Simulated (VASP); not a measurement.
# HfN (P6_3/mmc) in VASP: a series of runs

The runs below take HfN through single point, with PBE.

Program: VASP 6.6.1. These are calculated values, not measurements. Logs are shortened: lines on timing, memory, paths and dates and some standing lists are left out, and cuts for length are marked.

## Step 1: Starting point

The structure is hexagonal, space group P6_3/mmc (No. 194). The conventional cell has a = 3.134 Å, b = 3.134 Å, c = 5.417 Å, α = 90.00°, β = 90.00°, γ = 120.00°. Around Hf (site symmetry -6m2) lie 6 N at 2.26 Å. N (site symmetry -3m) has 6 Hf at 2.26 Å as nearest neighbours.

The cell comes from a database or a generator and needn't be the stable form of this composition.

## Step 2: Single point, PBE

INCAR reads:

```
  ADDGRID = F
  ALGO = Normal
  EDIFF = 1E-6
  ENCUT = 340
  GGA = PE
  ISIF = 2
  ISMEAR = 0
  LASPH = T
  LCHARG = F
  LREAL = F
  LWAVE = F
  NELM = 100
  PREC = Accurate
  SIGMA = 0.05
```

KPOINTS reads:

```
k-points
0
Gamma
  7 7 4
```

POSCAR reads:

```
HfN
1.0
    3.1339080219      0.0000000000      0.0000000000
   -1.5669540110      2.7140439601      0.0000000000
    0.0000000000      0.0000000000      5.4167677200
Hf N
2 2
Direct
    0.3333333333      0.6666666667      0.2500000000
    0.6666666667      0.3333333333      0.7500000000
    0.0000000000      0.0000000000      0.5000000000
    0.0000000000      0.0000000000      0.0000000000
```

Potentials or basis: VASP PAW PBE potentials, release 64 (Hf_pv, N).

Launch:

```console
> cat potpaw_PBE.64/Hf_pv/POTCAR potpaw_PBE.64/N/POTCAR > POTCAR
> mpirun -np 1 vasp_std > vasp.out
```

OUTCAR:

```text
EDIFF = 1E-6
   ENCUT = 340
   GGA = PE
   ISIF = 2
   ISMEAR = 0
   LASPH = T
   LREAL = F
   NELM = 100
   PREC = Accurate

 Found     24 irreducible k-points:

 Following reciprocal coordinates:
            Coordinates               Weight
  0.000000  0.000000  0.000000      1.000000
  0.142857  0.000000  0.000000      6.000000
  0.285714  0.000000  0.000000      6.000000
  0.428571 -0.000000  0.000000      6.000000
  0.142857  0.142857  0.000000      6.000000
  0.285714  0.142857  0.000000     12.000000
   k-points           NKPTS =     24   k-points in BZ     NKDIM =     24   number of bands    NBANDS=     19
   number of dos      NEDOS =    301   number of ions     NIONS =      4
   total plane-waves  NPLWV =  14400
   dimension x,y,z NGX =    20 NGY =   20 NGZ =   36
   dimension x,y,z NGXF=    40 NGYF=   40 NGZF=   72
   ions per type =               2   2
   NGX,Y,Z   is equivalent  to a cutoff of  10.61, 10.61, 11.05 a.u.
   NGXF,Y,Z  is equivalent  to a cutoff of  21.22, 21.22, 22.10 a.u.
 SYSTEM =  unknown system
   PREC   = accura    normal or accurate (medium, high low for compatibility)
   ISTART =      0    job   : 0-new  1-cont  2-samecut
   ICHARG =      2    charge: 1-file 2-atom 10-const
   ISPIN  =      1    spin polarized calculation?
   LNONCOLLINEAR =      F non collinear calculations
   LSORBIT =      F    spin-orbit coupling
   LASPH  =      T    aspherical Exc in radial PAW
   ENCUT  =  340.0 eV  24.99 Ry    5.00 a.u.   4.71  4.71  8.14*2*pi/ulx,y,z
   NELM   =    100;   NELMIN=  2; NELMDL= -5     # of ELM steps
   EDIFF  = 0.1E-05   stopping-criterion for ELM
   LREAL  =      F    real-space projection
   EDIFFG = 0.1E-04   stopping-criterion for IOM
   NSW    =      0    number of steps for IOM
   IBRION =     -1    ionic relax: 0-MD 1-quasi-New 2-CG
   NFREE  =      0    steps in history (QN), initial steepest desc. (CG)
   ISIF   =      2    stress and relaxation
   ISYM   =      2    0-nonsym 1-usesym 2-fastsym
   POTIM  = 0.5000    time-step for ionic-motion
   TEBEG  =    0.0;   TEEND  =   0.0 temperature during run
   PSTRESS=    0.0 pullay stress
   NELECT =      30.0000    total number of electrons
   NUPDOWN=      -1.0000    fix difference up-down
   EMIN   =  10.00;   EMAX   =-10.00  energy-range for DOS
   EFERMI =   0.00;   METHOD = LEGACY
   ISMEAR =     0;   SIGMA  =   0.05  broadening in eV -4-tet -1-fermi 0-gaus
   EFERMI_NEDOS =   21; number of points for ismear=-14 and -15
   IALGO  =     38    algorithm
   IMIX   =      4    mixing-type and parameters
     AMIX     =   0.40;   BMIX     =  1.00
     AMIX_MAG =   1.60;   BMIX_MAG =  1.00
  volume/ion in A,a.u.               =      11.52        77.73
  Fermi-wavevector in a.u.,A,eV,Ry     =   1.418951  2.681429 27.394278  2.013423
  Thomas-Fermi vector in A             =   2.540023
   LORBIT       =      0    0 simple, 1 ext, 2 COOP (PROOUT), +10 PAW based schemes
   GGA     = PE    functional components
   LHFCALC =     F    Hartree Fock is set to
   AEXX    =    0.0000 exact exchange contribution
   IVDW    =     0    specifies the selected vdW correction
   LEPSILON=     F    determine dielectric tensor
   LRPA    =     F    only Hartree local field effects (RPA)
 non-spin polarized calculation
 Gauss-broadening in eV      SIGMA  =   0.05
  energy-cutoff  :      340.00
  volume of cell :       46.07
 maximum number of plane-waves:       665
 NGX is ok and might be reduce to    20
   NGX =  9   NGY =  9   NGZ = 17

 number of electron      29.9999999 magnetization

 Free energy of the ion-electron system (eV)
  ---------------------------------------------------
  ext. energy  EPLUGINS =         0.00000000
  ---------------------------------------------------
  free energy    TOTEN  =       -43.33086981 eV

  energy without entropy =      -43.32949299  energy(sigma->0) =      -43.33018140

 E-fermi :   7.7493     XC(G=0): -12.7481

 val. band max:        7.6051375134   @ k =   0.4286  -0.0000   0.5000
 cond. band min:       7.7731421943   @ k =   0.1429   0.1429   0.5000
 fundamental gap:      0.1680046809
 Fermi energy:         7.7492964317

 k-point     1 :       0.0000    0.0000    0.0000
  band No.  band energies     occupation
      1     -23.7702      2.00000
      2     -22.9100      2.00000
      3     -22.8035      2.00000
      4     -22.8035      2.00000
      5     -22.7430      2.00000
      6     -22.7430      2.00000
[... 11 lines left out ...]
     18       8.9590      0.00000
     19       9.8164      0.00000

 k-point     2 :       0.1429    0.0000    0.0000
  band No.  band energies     occupation
      1     -23.6990      2.00000
      2     -22.9740      2.00000
      3     -22.9171      2.00000
      4     -22.9009      2.00000
      5     -22.8541      2.00000
      6     -22.7608      2.00000
[... 11 lines left out ...]
     18      10.3432      0.00000
     19      10.5673      0.00000

 k-point     3 :       0.2857    0.0000    0.0000
  band No.  band energies     occupation
      1     -23.5193      2.00000
      2     -23.3566      2.00000
      3     -23.2186      2.00000
      4     -22.9538      2.00000
      5     -22.9502      2.00000
      6     -22.8129      2.00000
[... 11 lines left out ...]
     18      11.0342      0.00000
     19      11.6724      0.00000

 k-point     4 :       0.4286   -0.0000    0.0000
  band No.  band energies     occupation
      1     -23.6473      2.00000
      2     -23.4567      2.00000
      3     -23.3288      2.00000
      4     -23.0279      2.00000
      5     -23.0205      2.00000
      6     -22.8587      2.00000
[... 11 lines left out ...]
     18      11.9240      0.00000
     19      12.5470      0.00000

 k-point     5 :       0.1429    0.1429    0.0000
  band No.  band energies     occupation
      1     -23.5732      2.00000
      2     -23.2012      2.00000
      3     -23.1614      2.00000
      4     -22.9373      2.00000
      5     -22.9090      2.00000
      6     -22.8416      2.00000
[... 11 lines left out ...]
     18      11.2227      0.00000
     19      11.7615      0.00000

 k-point     6 :       0.2857    0.1429    0.0000
  band No.  band energies     occupation
      1     -23.5116      2.00000
      2     -23.3825      2.00000
      3     -23.3634      2.00000
      4     -23.0549      2.00000
      5     -22.9936      2.00000
      6     -22.9312      2.00000
[... 11 lines left out ...]
     18      11.7023      0.00000
     19      12.5792      0.00000

 [... further k-points ...]

------------------------ aborting loop because EDIFF is reached ----------------------------------------

  FORCE on cell =-STRESS in cart. coord.  units (eV):
  Direction    XX          YY          ZZ          XY          YZ          ZX
  --------------------------------------------------------------------------------------
  -------------------------------------------------------------------------------------
  Total       -1.7360591     -1.7360591     -2.0521926      0.0000000      0.0000000      0.0000000
  in kB      -60.3714710    -60.3714710    -71.3650155      0.0000000      0.0000000      0.0000000
  external PRESSURE =     -64.0359859 kB  Pullay stress =       0.0000000 kB

 VOLUME and BASIS-vectors are now :
 -----------------------------------------------------------------------------
  energy-cutoff  :      340.00
  volume of cell :       46.07
      direct lattice vectors                 reciprocal lattice vectors
     3.133908022  0.000000000  0.000000000     0.319090411  0.184226935  0.000000000
    -1.566954011  2.714043960  0.000000000     0.000000000  0.368453870  0.000000000
     0.000000000  0.000000000  5.416767720     0.000000000  0.000000000  0.184611940

 POSITION                                       TOTAL-FORCE (eV/Angst)
 -----------------------------------------------------------------------------------
     -0.00000      1.80936      1.35419         0.000000      0.000000      0.000000
      1.56695      0.90468      4.06258        -0.000000     -0.000000      0.000000
      0.00000      0.00000      2.70838        -0.000000      0.000000      0.000000
      0.00000      0.00000      0.00000        -0.000000      0.000000      0.000000
 -----------------------------------------------------------------------------------
    total drift:                                0.000000     -0.000000      0.000000

  FREE ENERGIE OF THE ION-ELECTRON SYSTEM (eV)
  ---------------------------------------------------
  free  energy   TOTEN  =       -43.3308698077 eV

  energy  without entropy=      -43.3294929903  energy(sigma->0) =      -43.33018140
```

It took 14 s on 1 thread of Intel Xeon Platinum 8488C (Sapphire Rapids), shared host; peak memory 0.14 GiB.

The run converged, but a check on its numbers failed (symmetry, net force, bounds or a known fault of this set-up), so they aren't taken as properties of the crystal.

Caveat: the cutoff lies under the usual one of these potentials, so the numbers hold a large basis-set error.

## Step 3: Single point, PBE

INCAR: that of step 2 with these lines changed.

```diff
@@ -3,3 +3,3 @@
   EDIFF = 1E-6
-  ENCUT = 340
+  ENCUT = 650
   GGA = PE
```

KPOINTS reads:

```
k-points
0
Gamma
  5 5 3
```

POSCAR is that of step 2.

Potentials or basis: VASP PAW PBE potentials, release 64 (Hf_pv, N).

Launch:

```console
> cat potpaw_PBE.64/Hf_pv/POTCAR potpaw_PBE.64/N/POTCAR > POTCAR
> mpirun -np 1 vasp_std > vasp.out
```

Wall time 17 s (1 thread of Intel Xeon Platinum 8488C (Sapphire Rapids), shared host); peak memory 0.18 GiB.

These settings aren't checked as converged: the numbers below hold their error.

What came out:

```
Free energy            : -43.4571 eV
Pressure               : 3.5 GPa
Band gap on the k mesh : none (metal or under the smearing width)
```

Caveat: the k mesh is coarse (spacing up to 0.46 Å⁻¹), so the values aren't converged.

## Step 4: Single point, PBE

INCAR: that of step 3 with these lines changed.

```diff
@@ -3,3 +3,3 @@
   EDIFF = 1E-6
-  ENCUT = 650
+  ENCUT = 520
   GGA = PE
```

KPOINTS reads:

```
k-points
0
Gamma
  6 6 3
```

POSCAR is that of step 3.

Potentials or basis: VASP PAW PBE potentials, release 64 (Hf_pv, N).

Launch:

```console
> cat potpaw_PBE.64/Hf_pv/POTCAR potpaw_PBE.64/N/POTCAR > POTCAR
> mpirun -np 1 vasp_std > vasp.out
```

OUTCAR:

```text
EDIFF = 1E-6
   ENCUT = 520
   GGA = PE
   ISIF = 2
   ISMEAR = 0
   LASPH = T
   LREAL = F
   NELM = 100
   PREC = Accurate

 Found     14 irreducible k-points:

 Following reciprocal coordinates:
            Coordinates               Weight
  0.000000  0.000000  0.000000      1.000000
  0.166667  0.000000  0.000000      6.000000
[... 214 lines left out ...]

  FORCE on cell =-STRESS in cart. coord.  units (eV):
  Direction    XX          YY          ZZ          XY          YZ          ZX
  --------------------------------------------------------------------------------------
  -------------------------------------------------------------------------------------
  Total        0.8410785      0.8410785      1.4454174     -0.0000000     -0.0000000      0.0000000
  in kB       29.2485138     29.2485138     50.2644029     -0.0000000     -0.0000000      0.0000000
  external PRESSURE =      36.2538101 kB  Pullay stress =       0.0000000 kB

 VOLUME and BASIS-vectors are now :
 -----------------------------------------------------------------------------
  energy-cutoff  :      520.00
  volume of cell :       46.07
      direct lattice vectors                 reciprocal lattice vectors
     3.133908022  0.000000000  0.000000000     0.319090411  0.184226935  0.000000000
    -1.566954011  2.714043960  0.000000000     0.000000000  0.368453870  0.000000000
     0.000000000  0.000000000  5.416767720     0.000000000  0.000000000  0.184611940

 POSITION                                       TOTAL-FORCE (eV/Angst)
 -----------------------------------------------------------------------------------
     -0.00000      1.80936      1.35419         0.000000     -0.000000      0.000000
      1.56695      0.90468      4.06258        -0.000000      0.000000      0.000000
      0.00000      0.00000      2.70838         0.000000      0.000000      0.000000
      0.00000      0.00000      0.00000         0.000000      0.000000      0.000000
 -----------------------------------------------------------------------------------
    total drift:                                0.000000     -0.000000      0.000000

  FREE ENERGIE OF THE ION-ELECTRON SYSTEM (eV)
  ---------------------------------------------------
  free  energy   TOTEN  =       -43.4058600180 eV

  energy  without entropy=      -43.4043808915  energy(sigma->0) =      -43.40512045
```

stdout:

```text
POSCAR found type information on POSCAR HfN
 POSCAR found :  2 types and       4 ions
 scaLAPACK will be used
 LDA part: xc-table for (Slater+PW92), standard interpolation
 POSCAR, INCAR and KPOINTS ok, starting setup
 FFT: planning ... GRIDC
 FFT: planning ... GRID_SOFT
 FFT: planning ... GRID
 WAVECAR not read
 entering main loop
```

Run time: 15 s. Hardware: 1 thread of Intel Xeon Platinum 8488C (Sapphire Rapids), shared host; peak memory 0.16 GiB.

The run converged, but some of its settings lie outside the range that counts as converged, so its numbers aren't taken as properties of the crystal.

Results:

```
Free energy            : -43.4059 eV
Pressure               : 3.6 GPa
Band gap on the k mesh : none (metal or under the smearing width)
```

Caveat: the k mesh is coarse (spacing up to 0.39 Å⁻¹), so the values aren't converged.

## Step 5: Single point, PBE

INCAR: that of step 4 with these lines changed.

```diff
@@ -3,3 +3,3 @@
   EDIFF = 1E-6
-  ENCUT = 520
+  ENCUT = 400
   GGA = PE
```

KPOINTS reads:

```
k-points
0
Gamma
  7 7 4
```

POSCAR is that of step 4.

Launch:

```console
> cat potpaw_PBE.64/Hf_pv/POTCAR potpaw_PBE.64/N/POTCAR > POTCAR
> mpirun -np 1 vasp_std > vasp.out
```

Wall time 16 s (1 thread of Intel Xeon Platinum 8488C (Sapphire Rapids), shared host); peak memory 0.14 GiB.

The run converged, but some of its settings lie outside the range that counts as converged, so its numbers aren't taken as properties of the crystal.

Results:

- Free energy: -43.3826 eV
- Band gap on the k mesh: none (metal or under the smearing width)

Caveat: the cutoff is under 1.25 times the usual one of these potentials, so pressure, stress and relaxed cells hold a basis-set (Pulay) error.

## Step 6: Single point, PBE

INCAR: that of step 5 with these lines changed.

```diff
@@ -3,3 +3,3 @@
   EDIFF = 1E-6
-  ENCUT = 400
+  ENCUT = 460
   GGA = PE
```

KPOINTS is that of step 5.

POSCAR is that of step 5.

Potentials or basis: VASP PAW PBE potentials, release 64 (Hf_pv, N).

Launch:

```console
> cat potpaw_PBE.64/Hf_pv/POTCAR potpaw_PBE.64/N/POTCAR > POTCAR
> mpirun -np 1 vasp_std > vasp.out
```

Wall time 17 s (1 thread of Intel Xeon Platinum 8488C (Sapphire Rapids), shared host); peak memory 0.16 GiB.

These settings aren't checked as converged: the numbers below hold their error.

Results:

- Free energy: -43.3865 eV
- Pressure: 3.4 GPa
- Band gap on the k mesh: none (metal or under the smearing width)

Caveat: the cutoff is under 1.25 times the usual one of these potentials, so pressure, stress and relaxed cells hold a basis-set (Pulay) error.
